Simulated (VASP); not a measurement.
Write the native input for VASP 6.6.1 that does the following.

- Task: single point
- Functional: PBE
- Potentials or basis: VASP PAW PBE potentials, release 64 (Ca_sv, Se)
- Cutoff: 520 eV
- k mesh: 6 × 6 × 6
- Occupations: fermi-dirac, width 0.02 eV
- Spin: no spin polarisation
- Dipole correction: no
- Further INCAR settings: ALGO = Normal; EDIFF = 1e-07; NBANDS = 15

The structure of CaSe lies in POSCAR:

```
CaSe
1.0
    0.0000000000      3.2795613673      3.2795613673
    3.2795613673      0.0000000000      3.2795613673
    3.2795613673      3.2795613673      0.0000000000
Ca Se
1 1
Direct
    0.0000000000      0.0000000000      0.0000000000
    0.2500000000      0.2500000000      0.2500000000
```

The cell was built by a generator and needn't be a form met in nature.

These files were run (other wordings do the same):

INCAR

```
SYSTEM = CaSe
ALGO = Normal
EDIFF = 1E-7
ENCUT = 520
GGA = PE
ISIF = 2
ISMEAR = -1
LASPH = .TRUE.
LCHARG = .TRUE.
LELF = .TRUE.
LREAL = .FALSE.
LVHAR = .TRUE.
LWAVE = .FALSE.
NBANDS = 15
NELM = 100
PREC = Accurate
SIGMA = 0.02
```

KPOINTS

```
k-points
0
G
  6 6 6
  0 0 0
```

Potentials or basis: VASP PAW PBE potentials, release 64 (Ca_sv, Se).

Command:

```bash
$ cat potpaw_PBE.64/Ca_sv/POTCAR potpaw_PBE.64/Se/POTCAR > POTCAR
$ mpirun -np 1 vasp_std > vasp.out
```

It gave:

```yaml
Pressure: 0.6 GPa
Band_gap_on_the_k_mesh: 3.21 eV, indirect (least direct gap 3.30 eV)
```

Wall time 15 s on 1 thread of Intel(R) Xeon(R) Platinum 8375C CPU @ 2.90GHz (Ice Lake), on a shared host, peak memory 0.21 GiB.
